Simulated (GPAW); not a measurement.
# Sb (Pm-3m) in GPAW: convergence with plane-wave cutoff (eV)

Aim: find how far plane-wave cutoff (eV) must go before the results for Sb settle, at r2SCAN. This setting moves, with any that are tied to it; all else stays.

Everything below comes from runs of GPAW 26.7.0. Logs are shortened: lines on timing, memory, paths and dates and some standing lists are left out, and cuts for length are marked. The log counts tension as positive stress, the text compression.

### Step 1. Starting point

It takes space group Pm-3m (No. 221, cubic). The conventional cell has a = 3.160 Å, b = 3.160 Å, c = 3.160 Å, α = 90.00°, β = 90.00°, γ = 90.00°. Sb (site symmetry m-3m) has 6 Sb at 3.16 Å as nearest neighbours.

This isn't the form of Sb at room conditions, which is rhombohedral.

### Step 2. With plane-wave cutoff (eV) 200

run.py reads:

```python
from ase import Atoms
from ase.dft.bandgap import bandgap
from ase.io import write
from ase.units import GPa
from gpaw import GPAW, PW

atoms = Atoms(['Sb'],
              cell=[[3.16, 0.0, 0.0],
                    [0.0, 3.16, 0.0],
                    [0.0, 0.0, 3.16]],
              scaled_positions=[[0.0, 0.0, 0.0]],
              pbc=True)

calc = GPAW(mode=PW(200),
            xc='MGGA_X_R2SCAN+MGGA_C_R2SCAN',
            kpts={'size': (8, 8, 8), 'gamma': True},
            occupations={'name': 'fermi-dirac', 'width': 0.05},
            nbands=15,
            convergence={'density': 1e-05, 'energy': 1e-05},
            maxiter=100,
            txt='gpaw.txt')
atoms.calc = calc
energy = atoms.get_potential_energy()
forces = atoms.get_forces()
stress = atoms.get_stress()
calc.write('gs.gpw')
write('result.traj', atoms)
print(f'Energy: {energy:.6f} eV')
print('Forces (eV/A):')
print(forces.round(4))
print('Stress (GPa):', (stress / GPa).round(3))
print('Fermi level:', round(calc.get_fermi_level(), 4), 'eV')
print(f'Gap: {bandgap(calc)[0]:.4f} eV, direct: {bandgap(calc, direct=True)[0]:.4f} eV')
```

Potentials or basis: GPAW PAW data sets (gpaw-data 1.2.1), pw.

On the command line:

```
$ OMP_NUM_THREADS=1 python run.py
```

Run time: 15 s. Hardware: 1 thread of Arm Neoverse V1, shared host; peak memory 0.2 GiB.

Results:

```yaml
Free_energy: -18.1752 eV
Pressure: -9.0 GPa
Band_gap_on_the_k_mesh: none (metal or under the smearing width)
```

### Step 3. With plane-wave cutoff (eV) 250

Edit run.py of step 2 so:

```diff
@@ -13,3 +13,3 @@
 
-calc = GPAW(mode=PW(200),
+calc = GPAW(mode=PW(250),
             xc='MGGA_X_R2SCAN+MGGA_C_R2SCAN',
```

Potentials or basis: GPAW PAW data sets (gpaw-data 1.2.1), pw.

On the command line:

```
$ OMP_NUM_THREADS=1 python run.py
```

It took 15 s on 1 thread of Arm Neoverse V1, shared host; peak memory 0.21 GiB.

What came out:

```
Free energy            : -18.2985 eV
Pressure               : -6.5 GPa
Band gap on the k mesh : none (metal or under the smearing width)
```

### Step 4. With plane-wave cutoff (eV) 300

Edit run.py of step 3 so:

```diff
@@ -13,3 +13,3 @@
 
-calc = GPAW(mode=PW(250),
+calc = GPAW(mode=PW(300),
             xc='MGGA_X_R2SCAN+MGGA_C_R2SCAN',
```

On the command line:

```
$ OMP_NUM_THREADS=1 python run.py
```

Run time: 20 s. Hardware: 1 thread of Arm Neoverse V1, shared host; peak memory 0.21 GiB.

What came out:

```yaml
Free_energy: -18.5890 eV
Pressure: -10.3 GPa
Band_gap_on_the_k_mesh: none (metal or under the smearing width)
```

### Step 5. With plane-wave cutoff (eV) 350

Edit run.py of step 4 so:

```diff
@@ -13,3 +13,3 @@
 
-calc = GPAW(mode=PW(300),
+calc = GPAW(mode=PW(350),
             xc='MGGA_X_R2SCAN+MGGA_C_R2SCAN',
```

On the command line:

```
$ OMP_NUM_THREADS=1 python run.py
```

It took 21 s on 1 thread of Arm Neoverse V1, shared host; peak memory 0.21 GiB.

Results:

* Free energy: -18.8966 eV
* Pressure: -9.4 GPa
* Band gap on the k mesh: none (metal or under the smearing width)

### Step 6. With plane-wave cutoff (eV) 400

Edit run.py of step 5 so:

```diff
@@ -13,3 +13,3 @@
 
-calc = GPAW(mode=PW(350),
+calc = GPAW(mode=PW(400),
             xc='MGGA_X_R2SCAN+MGGA_C_R2SCAN',
```

Potentials or basis: GPAW PAW data sets (gpaw-data 1.2.1), pw.

On the command line:

```
$ OMP_NUM_THREADS=1 python run.py
```

Run time: 16 s. Hardware: 1 thread of Arm Neoverse V1, shared host; peak memory 0.21 GiB.

Results:

```
Free energy            : -19.0874 eV
Pressure               : -7.0 GPa
Band gap on the k mesh : none (metal or under the smearing width)
```

### Step 7. With plane-wave cutoff (eV) 500

Edit run.py of step 6 so:

```diff
@@ -13,3 +13,3 @@
 
-calc = GPAW(mode=PW(400),
+calc = GPAW(mode=PW(500),
             xc='MGGA_X_R2SCAN+MGGA_C_R2SCAN',
```

On the command line:

```
$ OMP_NUM_THREADS=1 python run.py
```

Wall time 33 s (1 thread of Arm Neoverse V1, shared host); peak memory 0.22 GiB.

Results (log left out):

```
Free energy            : -19.2112 eV
Pressure               : -4.0 GPa
Band gap on the k mesh : none (metal or under the smearing width)
```

### Step 8. With plane-wave cutoff (eV) 600

Edit run.py of step 7 so:

```diff
@@ -13,3 +13,3 @@
 
-calc = GPAW(mode=PW(500),
+calc = GPAW(mode=PW(600),
             xc='MGGA_X_R2SCAN+MGGA_C_R2SCAN',
```

On the command line:

```
$ OMP_NUM_THREADS=1 python run.py
```

It took 37 s on 1 thread of Arm Neoverse V1, shared host; peak memory 0.22 GiB.

The run converged. Its results:

```
Free energy            : -19.2241 eV
Pressure               : -3.4 GPa
Band gap on the k mesh : none (metal or under the smearing width)
```

### Step 9. With plane-wave cutoff (eV) 800

Edit run.py of step 8 so:

```diff
@@ -13,3 +13,3 @@
 
-calc = GPAW(mode=PW(600),
+calc = GPAW(mode=PW(800),
             xc='MGGA_X_R2SCAN+MGGA_C_R2SCAN',
```

Potentials or basis: GPAW PAW data sets (gpaw-data 1.2.1), pw.

On the command line:

```
$ OMP_NUM_THREADS=1 python run.py
```

It took 55 s on 1 thread of Arm Neoverse V1, shared host; peak memory 0.24 GiB.

It converged, with:

```
Free energy            : -19.2248 eV
Pressure               : -3.4 GPa
Band gap on the k mesh : none (metal or under the smearing width)
```

### Step 10. With plane-wave cutoff (eV) 1000

Edit run.py of step 9 so:

```diff
@@ -13,3 +13,3 @@
 
-calc = GPAW(mode=PW(800),
+calc = GPAW(mode=PW(1000),
             xc='MGGA_X_R2SCAN+MGGA_C_R2SCAN',
```

Potentials or basis: GPAW PAW data sets (gpaw-data 1.2.1), pw.

On the command line:

```
$ OMP_NUM_THREADS=1 python run.py
```

gpaw.txt:

```text
__  _  _
 | _ |_)|_||  |
 |__||  | ||/\| - 26.7.0

Input parameters:
  mode=PW(ecut=1000.0),
  convergence={'density': 1e-05, 'energy': 1e-05},
  kpts=MonkhorstPack(size=(8, 8, 8), gamma=True),
  maxiter=100,
  nbands=15,
  occupations=Occupations(name='fermi-dirac', width=0.05),
  xc=XC(name='MGGA_X_R2SCAN+MGGA_C_R2SCAN')

Diagonalizing LCAO Hamiltonian
Converting LCAO to pw mode
   .-------.
  /|       |
 * |       |
 | |       |
 | .-------.
 |/       /
 Sb------*

Atoms  # Å, Bohr magnetons
|   | symbol |        x |        y |        z |    initial magnetic moments |
|---|--------|----------|----------|----------|-----------------------------|
| 0 |     Sb | 0.000000 | 0.000000 | 0.000000 | ( 0.0000,  0.0000,  0.0000) |

Unit cell  # Å
| periodic |        x |        y |        z |  lengths |    angles |
|----------|----------|----------|----------|----------|-----------|
|      yes | 3.160000 | 0.000000 | 0.000000 | 3.160000 | 90.000000 |
|      yes | 0.000000 | 3.160000 | 0.000000 | 3.160000 | 90.000000 |
|      yes | 0.000000 | 0.000000 | 3.160000 | 3.160000 | 90.000000 |

Number of symmetries: 48
Symmetry operations  # r_c * U_cc + t_c -> r_c
|    | kind |            matrix            |
|----|------|------------------------------|
|  0 |  E   |  1, 0, 0,  0, 1, 0,  0, 0, 1 |
|  1 |  σ   |  1, 0, 0,  0, 1, 0,  0, 0,-1 |
|  2 |  σ   |  1, 0, 0,  0, 0, 1,  0, 1, 0 |
|  3 |  C4  |  1, 0, 0,  0, 0, 1,  0,-1, 0 |
|  4 |  C4  |  1, 0, 0,  0, 0,-1,  0, 1, 0 |
|  5 |  σ   |  1, 0, 0,  0, 0,-1,  0,-1, 0 |
|  6 |  σ   |  1, 0, 0,  0,-1, 0,  0, 0, 1 |
|  7 |  C2  |  1, 0, 0,  0,-1, 0,  0, 0,-1 |
|  8 |  σ   |  0, 1, 0,  1, 0, 0,  0, 0, 1 |
|  9 |  C2  |  0, 1, 0,  1, 0, 0,  0, 0,-1 |
| 10 |  C3  |  0, 1, 0,  0, 0, 1,  1, 0, 0 |
| 11 |  S6  |  0, 1, 0,  0, 0, 1, -1, 0, 0 |
| 12 |  S6  |  0, 1, 0,  0, 0,-1,  1, 0, 0 |
| 13 |  C3  |  0, 1, 0,  0, 0,-1, -1, 0, 0 |
| 14 |  C4  |  0, 1, 0, -1, 0, 0,  0, 0, 1 |
| 15 |  S4  |  0, 1, 0, -1, 0, 0,  0, 0,-1 |
| 16 |  C3  |  0, 0, 1,  1, 0, 0,  0, 1, 0 |
| 17 |  S6  |  0, 0, 1,  1, 0, 0,  0,-1, 0 |
| 18 |  σ   |  0, 0, 1,  0, 1, 0,  1, 0, 0 |
| 19 |  C4  |  0, 0, 1,  0, 1, 0, -1, 0, 0 |
| 20 |  C2  |  0, 0, 1,  0,-1, 0,  1, 0, 0 |
| 21 |  S4  |  0, 0, 1,  0,-1, 0, -1, 0, 0 |
| 22 |  S6  |  0, 0, 1, -1, 0, 0,  0, 1, 0 |
| 23 |  C3  |  0, 0, 1, -1, 0, 0,  0,-1, 0 |
| 24 |  S6  |  0, 0,-1,  1, 0, 0,  0, 1, 0 |
| 25 |  C3  |  0, 0,-1,  1, 0, 0,  0,-1, 0 |
| 26 |  C4  |  0, 0,-1,  0, 1, 0,  1, 0, 0 |
| 27 |  σ   |  0, 0,-1,  0, 1, 0, -1, 0, 0 |
| 28 |  S4  |  0, 0,-1,  0,-1, 0,  1, 0, 0 |
| 29 |  C2  |  0, 0,-1,  0,-1, 0, -1, 0, 0 |
| 30 |  C3  |  0, 0,-1, -1, 0, 0,  0, 1, 0 |
| 31 |  S6  |  0, 0,-1, -1, 0, 0,  0,-1, 0 |
| 32 |  C4  |  0,-1, 0,  1, 0, 0,  0, 0, 1 |
| 33 |  S4  |  0,-1, 0,  1, 0, 0,  0, 0,-1 |
| 34 |  S6  |  0,-1, 0,  0, 0, 1,  1, 0, 0 |
| 35 |  C3  |  0,-1, 0,  0, 0, 1, -1, 0, 0 |
| 36 |  C3  |  0,-1, 0,  0, 0,-1,  1, 0, 0 |
| 37 |  S6  |  0,-1, 0,  0, 0,-1, -1, 0, 0 |
| 38 |  σ   |  0,-1, 0, -1, 0, 0,  0, 0, 1 |
| 39 |  C2  |  0,-1, 0, -1, 0, 0,  0, 0,-1 |
| 40 |  σ   | -1, 0, 0,  0, 1, 0,  0, 0, 1 |
| 41 |  C2  | -1, 0, 0,  0, 1, 0,  0, 0,-1 |
| 42 |  C2  | -1, 0, 0,  0, 0, 1,  0, 1, 0 |
| 43 |  S4  | -1, 0, 0,  0, 0, 1,  0,-1, 0 |
| 44 |  S4  | -1, 0, 0,  0, 0,-1,  0, 1, 0 |
| 45 |  C2  | -1, 0, 0,  0, 0,-1,  0,-1, 0 |
| 46 |  C2  | -1, 0, 0,  0,-1, 0,  0, 0, 1 |
| 47 |  i   | -1, 0, 0,  0,-1, 0,  0, 0,-1 |

BZ-sampling:
  Number of BZ points: 512
  Number of IBZ points: 35

  Monkhorst-Pack size: [8, 8, 8]
  Monkhorst-Pack shift: [0.0625, 0.0625, 0.0625]

K-points  # in reciprocal-cell coordinates
|     |                                coordinates |     weight |
|-----|--------------------------------------------|------------|
|   0 | (  0.00000000,   0.00000000,   0.00000000) | 0.00195312 |
|   1 | (  0.12500000,   0.00000000,   0.00000000) | 0.01171875 |
|   2 | (  0.12500000,   0.12500000,   0.00000000) | 0.02343750 |
|   3 | (  0.12500000,   0.12500000,   0.12500000) | 0.01562500 |
|   4 | (  0.25000000,   0.00000000,   0.00000000) | 0.01171875 |
|   5 | (  0.25000000,   0.12500000,   0.00000000) | 0.04687500 |
|   6 | (  0.25000000,   0.12500000,   0.12500000) | 0.04687500 |
|   7 | (  0.25000000,   0.25000000,   0.00000000) | 0.02343750 |
|   8 | (  0.25000000,   0.25000000,   0.12500000) | 0.04687500 |
|   9 | (  0.25000000,   0.25000000,   0.25000000) | 0.01562500 |
| ... |                                            |            |
|  34 | (  0.50000000,   0.50000000,   0.50000000) | 0.00195312 |

Plane wave coefficients: 2301
Cutoff: 1000.0 eV

Spin-components: 1 (collinear spins)
Bands:           15
Projectors:      6
Spin-degeneracy: 2
Datatype:        complex128

Parallelization:
  kpt:    1
  domain: 1
  band:   1

Density:
  Valence electrons: 15.0
  Components: 1
  Grid points: [24 24 24]
  Charge: 0.0  # |e|

Potential:
  Grid points: [24 24 24]

species:
  Sb:
    name:    Antimony
    Z:       51.0
    valence: 15
    core:    36
    charge:  0.0  # [|e|]
    compensation charges:
      type: gauss
      rc: 0.36  # [Å]
      lmax: 2
    cutoffs:
      filter: 2.23  # [Å]
      core: 2.23  # [Å]
    projectors
    | kind |    occ | energy [eV] | rcut [Å] |
    |------|--------|-------------|----------|
    |   5s |  2.000 |     -12.815 |    1.154 |
    |   5p |  3.000 |      -4.830 |    1.233 |
    |   4d | 10.000 |     -33.514 |    1.196 |
    |    s |        |      14.396 |    1.154 |
    |    p |        |      22.381 |    1.233 |
    |    d |        |      -6.303 |    1.196 |

    Using partial waves for Sb as LCAO basis

Reference energy: -176281.558248  # eV

eigensolver:
  PPCG
  Converge bands: occupied
  niter=2

density mixing:
  MSR1-Mixer
  Pratt-step length: 0.05
  Maximum mixing coefficient: 0.75
  Old densities: 10
  SVD Regularization: 0.005
  Good broyden scale: 1.0
  Trust region scale: 1.0
  Backstep threshold: 4.0
  History deletion threshold: 6.0
  Fourier metric: weight=20.0, sigma=0.015

occupation numbers:
  Fermi-Dirac:
    width: 0.0500  # eV

poisson solver:
  ecut: 8000.0  # eV

xc functional:
  name: MGGA_X_R2SCAN+MGGA_C_R2SCAN with 2 nearest neighbor stencil

convergence criteria:
[... 6 lines left out ...]
|iter     | |      energy | eigst |  dens |
|---------|-|-------------|-------|-------|
|iter:   1| |  -20.863213 | +0.23 |       |
|iter:   2| |  -19.200223 | -0.92 | -1.78 |
|iter:   3| |  -19.213317 | -1.72 | -1.74 |
|iter:   4| |  -19.213010 | -3.12 | -1.94 |
|iter:   5| |  -19.218207 | -3.60 | -1.95 |
|iter:   6| |  -19.220548 | -3.22 | -2.34 |
|iter:   7| |  -19.221271 | -3.43 | -2.80 |
|iter:   8| |  -19.221325 | -4.70 | -3.88 |
|iter:   9| |  -19.221330c| -5.69 | -4.46 |
|iter:  10| |  -19.221332c| -6.06 | -4.89 |
|iter:  11| |  -19.221332c| -7.68c| -5.46c|

Converged in 11 steps
Energy contributions relative to reference atoms: (reference = -176281.558248)

Energy contributions:
  Kinetic:          -0.449296
  Coulomb:          -0.370687
  Zero:              0.029171
  External:          0.000000
  Xc:              -18.426884
  Entropy:          -0.007273
  Spinorbit:         0.000000
  ----------------------------
  Free energy:     -19.224968
  Extrapolated:    -19.221332

dipole moment: (-11.356382, -11.356382, -11.356382)  # |e|*Ang

Fermi level: 5.982
Eigenvalues  # (at kpt = [0.000, 0.000, 0.000])
| band index |      eig [eV] | occ [0-2] |
|------------|---------------|-----------|
|          0 |       -23.952 |     2.000 |
|          1 |       -23.952 |     2.000 |
|          2 |       -23.787 |     2.000 |
|          3 |       -23.787 |     2.000 |
|          4 |       -23.787 |     2.000 |
|          5 |        -6.489 |     2.000 |
|          6 |         9.320 |     0.000 |
|          7 |         9.320 |     0.000 |
|          8 |         9.320 |     0.000 |
|          9 |        13.405 |     0.000 |
|         10 |        13.405 |     0.000 |
|         11 |        14.824 |     0.000 |
|         12 |        26.995 |     0.000 |
|         13 |        27.401 |     0.000 |
|         14 |        27.511 |     0.000 |

No gap
No difference between direct/indirect transitions

Forces  # eV/Ang
|       x |       y |       z |
|---------|---------|---------|
| 0.00000 | 0.00000 | 0.00000 |  # Sb   0

Stress tensor  # eV/Ang^3
|        x |        y |        z |
|----------|----------|----------|
| 0.021290 | 0.000000 | 0.000000 |
| 0.000000 | 0.021290 | 0.000000 |
| 0.000000 | 0.000000 | 0.021290 |

# Writing to gs.gpw (mode='')
```

stdout:

```text
Energy: -19.221332 eV
Forces (eV/A):
[[0. 0. 0.]]
Stress (GPa): [3.411 3.411 3.411 0.    0.    0.   ]
Fermi level: 5.9822 eV
Gap: 0.0000 eV, direct: 0.0000 eV
```

Wall time 69 s (1 thread of Arm Neoverse V1, shared host); peak memory 0.26 GiB.

Results:

- Free energy: -19.2250 eV
- Pressure: -3.4 GPa
- Band gap on the k mesh: none (metal or under the smearing width)

### Step 11. The series at a glance

```tsv
plane-wave cutoff (eV)	energy less the tightest run, at zero smearing (meV/atom)	pressure (GPa)	SCF cycles	CPU time (s)	peak memory (GiB)
200	1049.81	-8.97	16	15	0.2
250	926.47	-6.53	16	15	0.21
300	636.00	-10.33	16	20	0.21
350	328.34	-9.43	16	21	0.21
400	137.56	-7.03	10	16	0.21
500	13.76	-4.04	11	33	0.22
600	0.86	-3.45	12	37	0.22
800	0.16	-3.41	11	55	0.24
1000	0.00	-3.41	11	69	0.26
```

Against the tightest run, the energy stays within 1 meV/atom from 600 on; the pressure stays within 0.1 GPa from 600 on. The tightest run that finished is the yardstick and may itself not be fully converged.

Caveats: the PAW data sets were made with another functional, which shifts forces and pressure a little.
